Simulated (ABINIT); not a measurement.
Cl:

```
Cl
1.0
     3.14500   -2.25000    0.00000
     3.14500    2.25000    0.00000
     0.00000    0.00000    8.21000
Cl
4
Cartesian
  3.1450 0.5850 3.2840
  3.1450 1.6650 7.3890
  3.1450 -0.5850 4.9260
  3.1450 -1.6650 0.8210
```

Base run:

| Property | Result |
| --- | --- |
| Program | ABINIT 10.8.3 (patched build) |
| Functional | r2SCAN |
| Potentials or basis | PseudoDojo NC SR PBE v0.4.1 standard |
| Cutoff | 952 eV |
| k mesh | 6 × 6 × 3 |
| Occupations | fermi-dirac, width 0.05 eV |
| Spin | no spin polarisation |

Its results: band gap on the k mesh 2.71 eV, indirect (least direct gap 2.77 eV); pressure -0.8 GPa; largest force 0.227 eV/Å.

**Question.** The run is repeated on the same cell with these changes: potentials or basis from PseudoDojo NC SR PBE v0.4.1 standard to Ansatz PAW PBE default generated set, frozen core; cutoff from 952 eV to 490 eV. What comes out?

**Answer.** Band gap on the k mesh 2.86 eV, indirect (least direct gap 2.92 eV); pressure -0.7 GPa; largest force 0.209 eV/Å.

Caveats: an odd mesh through Γ misses points on the zone boundary, where band edges often lie; a meta-GGA on potentials with a model core is unreliable (some runs); the potentials were made for another functional, which shifts forces and pressure (some runs); the atomic spheres overlap (some runs); the PAW data sets were made with another functional, which shifts forces and pressure a little (some runs).
